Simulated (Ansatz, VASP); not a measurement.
AlN: VASP beside Ansatz

INCAR

```
ALGO = Normal
EDIFF = 1E-7
ENCUT = 520
GGA = PS
ISIF = 2
ISMEAR = 0
LASPH = T
LCHARG = T
LELF = T
LREAL = F
LVHAR = T
LWAVE = F
NBANDS = 16
NELM = 60
PREC = Accurate
SIGMA = 0.01
```

KPOINTS

```
k-points
0
Gamma
  5 5 3
```

POSCAR

```
AlN
1.0
    3.1130000000      0.0000000000      0.0000000000
   -1.5565000000      2.6959370800      0.0000000000
    0.0000000000      0.0000000000      4.9810000000
Al N
2 2
Direct
    0.3333333300      0.6666666700      0.0000000000
    0.6666666700      0.3333333300      0.5000000000
    0.3333333300      0.6666666700      0.3800000000
    0.6666666700      0.3333333300      0.8800000000
```

Input for Ansatz:

```yaml
crystal:
  lattice:
    - [3.113, 0.0, 0.0]
    - [-1.5565, 2.69593708, 0.0]
    - [0.0, 0.0, 4.981]
  atoms:
    - { symbol: Al, position: [0.33333333, 0.66666667, 0.0] }
    - { symbol: Al, position: [0.66666667, 0.33333333, 0.5] }
    - { symbol: "N", position: [0.33333333, 0.66666667, 0.38] }
    - { symbol: "N", position: [0.66666667, 0.33333333, 0.88] }
kpoints:
  mp_grid:
    grid: [5, 5, 3]
hamiltonian:
  xc: pbesol
scf:
  convergence:
    dr2_threshold: 1.0e-08
  occupations:
    method: fixed
output:
  eigenvalues: true
```

Alike in both runs: task single point; functional PBEsol; k mesh 5 × 5 × 3; no spin polarisation.

|  | VASP | Ansatz |
| --- | --- | --- |
| version | VASP 6.6.1 | Ansatz 0.2.0 |
| potentials or method | VASP PAW PBE potentials, release 64 (Al, N) | plane waves, PAW |
| plane-wave cutoff (eV) | 520 | 420 |
| occupations | gaussian, width 0.01 eV | fixed |
| valence electrons in the cell | 16 | 16 |

|  | VASP | Ansatz | Ansatz less VASP |
| --- | --- | --- | --- |
| gap on the k mesh at the Fermi level (eV) | 4.15 | 4.13 | -0.017 |

Caveats: the k mesh is coarse (spacing up to 0.47 Å⁻¹), so the values aren't converged. Expect the measured gap to be larger: semilocal functionals such as PBEsol lack the derivative discontinuity.
